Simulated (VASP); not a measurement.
# F: single point with PBE

Crystal: F.

```
F
1.0
     2.99445   -1.71047   -0.14372
     2.99445    1.71047   -0.14372
    -2.04464    0.00000    7.02891
F
4
Direct
  0.05733 0.05733 0.11070
  0.91670 0.91670 0.87742
  0.50999 0.50999 0.59084
  0.51597 0.51597 0.42104
```

The cell isn't the ideal one: strained and moved within a subgroup.

```
Program             : VASP 6.6.1
Task                : single point
Functional          : PBE
Potentials or basis : VASP PAW PBE potentials, release 64 (F)
Cutoff              : 520 eV
k mesh              : 10 × 10 × 4
Occupations         : gaussian, width 0.02 eV
Spin                : no spin polarisation
```

```json
{
 "Pressure": "4.9 GPa",
 "Largest force": "10.022 eV/Å",
 "Band gap on the k mesh": "0.94 eV, indirect (least direct gap 0.97 eV)"
}
```

Forces in eV/Å, atoms in the order of the input:
```
F   -0.710  0.000 -3.331
F    0.679  0.000  3.353
F   -2.972  0.000  9.539
F    3.003  0.000 -9.562
```

Stress tensor (GPa, compression positive):
```
  1.51   0.00 -11.05
  0.00  -0.20   0.00
-11.05   0.00  13.27
```

Levels at points of the mesh, in eV from the valence-band top:
```
           k point  band 11  band 12  band 13  band 14  band 15  band 16  band 17  band 18
(0.00, 0.00, 0.00)    -0.47    -0.42    -0.13    -0.04     0.94     5.92     8.61    10.99
(0.50, 0.00, 0.00)    -0.75    -0.48    -0.37    -0.18     1.11     6.03    12.55    13.04
(0.50, 0.50, 0.00)    -0.77    -0.53    -0.18     0.00     1.02     6.01    12.78    12.91
(0.00, 0.00, 0.50)    -0.43    -0.39    -0.19    -0.06     0.98     5.81     9.16     9.95
(0.50, 0.00, 0.50)    -0.78    -0.57    -0.24    -0.08     1.03     6.03    12.70    13.38
(0.50, 0.50, 0.50)    -0.72    -0.45    -0.34    -0.06     1.10     6.00    12.60    12.74
```

Wall time 2.5 min on 1 thread of Intel(R) Xeon(R) Platinum 8259CL CPU @ 2.50GHz (Skylake/Cascade Lake) (shared host), peak memory 0.27 GiB.

Caveat: the standard files for N, O and F lose accuracy on very short bonds; forces of over 1 eV/Å show positions far from the minimum, so gaps and moduli don't describe the material at rest. A k mesh can miss the band edges.
